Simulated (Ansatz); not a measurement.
# Lu (diamond type): a single-point run

Aim: a sound single-point run of Lu (diamond type). The structure is shown as the input types it.

Computed with Ansatz 0.2.0 (DFT, PBE, norm-conserving pseudopotentials, Ansatz's default files, scalar-relativistic, unless a step's input says otherwise).

1 further run of the same task is left out (it didn't finish). Runs told in other sessions of the task aren't counted.

## Step 1: The structure to begin with

It takes space group Fd-3m (No. 227, cubic). The conventional cell has a = 6.632 Å, b = 6.632 Å, c = 6.632 Å, α = 90.00°, β = 90.00°, γ = 90.00°. Lu (site symmetry -43m) is surrounded by 4 Lu at 2.87 Å.

As a file:

```cif
data_structure
_symmetry_space_group_name_H-M 'P 1'
_symmetry_Int_Tables_number 1
_cell_length_a 4.6896
_cell_length_b 4.6896
_cell_length_c 4.6896
_cell_angle_alpha 60.000
_cell_angle_beta 60.000
_cell_angle_gamma 60.000
_cell_volume 72.93
loop_
_atom_site_label
_atom_site_type_symbol
_atom_site_fract_x
_atom_site_fract_y
_atom_site_fract_z
_atom_site_occupancy
Lu1 Lu 0.87500 0.87500 0.87500 1
Lu2 Lu 0.12500 0.12500 0.12500 1
```

## Step 2: The run

The input, input.yaml:

```yaml
crystal:
  lattice:
    - [0.0, 3.3160452135, 3.3160452135]
    - [3.3160452135, 0.0, 3.3160452135]
    - [3.3160452135, 3.3160452135, 0.0]
  atoms:
    - { symbol: Lu, position: [-0.125, -0.125, -0.125] }
    - { symbol: Lu, position: [0.125, 0.125, 0.125] }
kpoints:
  mp_grid: { grid: [8, 8, 8] }
scf:
  occupations: { method: fixed }
  max_iter: 50
hamiltonian:
  xc: pbe
  pseudopotentials: { kind: nc }
output:
  forces: true
  stress: true
  eigenvalues: true
  populations: true
```

On the command line:

```
> ansatz run input.yaml --threads 1 --pin off --max-ram 2048MiB --backend cpu --events-out ev --progress --plain --runs-dir out
```

What happens when this is run?

The program finished normally, with warnings (band overlap at count, metallic iterate, unresolved pair at count). Its log warns: «a fill by count may have filled part of one level: at k-index 3 the highest filled band, 10.856135 eV, and the lowest empty band, 10.856135 eV, stand 0.000e0 eV apart ...»

In the input, scf.occupations.method is fixed; scf.occupations.width is missing. The risk: fixed occupations where they can't hold. The run converged, but that does not make its result sound.

To check: set scf.occupations.method to fermi_dirac and scf.occupations.width to 0.05.
